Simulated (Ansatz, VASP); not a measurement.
Ru: VASP beside Ansatz

INCAR

```
PREC = Accurate
ENCUT = 520
EDIFF = 1E-6
ISMEAR = -1
SIGMA = 0.1
LREAL = False
LASPH = True
NELM = 80
ALGO = Normal
ISIF = 2
LWAVE = False
LCHARG = False
GGA = PS
NBANDS = 28
```

KPOINTS

```
Automatic mesh
0
Gamma
  10 10 13
```

File POSCAR:

```
Ru
1.0
    4.2237123871      0.0000000000      0.0000000000
   -2.1118561935      3.6578422255      0.0000000000
    0.0000000000      0.0000000000      2.6507691449
Ru
3
Direct
    0.0000000000      1.0000000000      0.0000000000
    0.3333333333      0.6666666667      0.5000000000
    0.6666666667      0.3333333333      0.5000000000
```

Input for Ansatz:

```yaml
crystal:
  lattice:
    - [4.2237123871, 0.0, 0.0]
    - [-2.1118561935, 3.6578422255, 0.0]
    - [0.0, 0.0, 2.6507691449]
  atoms:
    - { symbol: Ru, position: [0.0, 1.0, 0.0] }
    - { symbol: Ru, position: [0.3333333333, 0.6666666667, 0.5] }
    - { symbol: Ru, position: [0.6666666667, 0.3333333333, 0.5] }
hamiltonian:
  xc: pbesol
  pseudopotentials:
    kind: paw
    azcp:
      Ru: "pseudopotentials/Ru.paw.azcp"
basis:
  ecutwfc: 420
  fft_grid_basis: typed
kpoints:
  mp_grid: { grid: [10, 10, 13], shift: [0, 0, 0] }
magnetization:
  spin_polarized: false
scf:
  occupations: { method: fermi_dirac, width: 0.1 }
  lower_state_search: "off"
output:
  stress: true
  write_density: true
  write_potential: true
  elf: true
  volumetric_format: npy
```

Alike in both runs: task single point; functional PBEsol; k mesh 10 × 10 × 13; occupations fermi-dirac, width 0.1 eV; no spin polarisation.

|  | VASP | Ansatz |
| --- | --- | --- |
| version | VASP 6.6.1 | Ansatz 0.2.0 |
| potentials or method | VASP PAW PBE potentials, release 64 (Ru_pv) | plane waves (420 eV) with PAW, scalar-relativistic |
| plane-wave cutoff (eV) | 520 | 420 |
| valence electrons in the cell | 42 | 48 |

```csv
,VASP,Ansatz,Ansatz less VASP
pressure (GPa),0.0,0.0,-0.03
largest component of the traceless stress (GPa),0.30,0.42,+0.123
```

The functional is the same, so the differences come from potentials, cutoffs and numerics. The two sets of potentials don't hold the same shells in valence. Ansatz warned: «pseudo_functional_mismatch».

Caveats: the PAW data sets were made with another functional, which shifts forces and pressure a little (VASP).
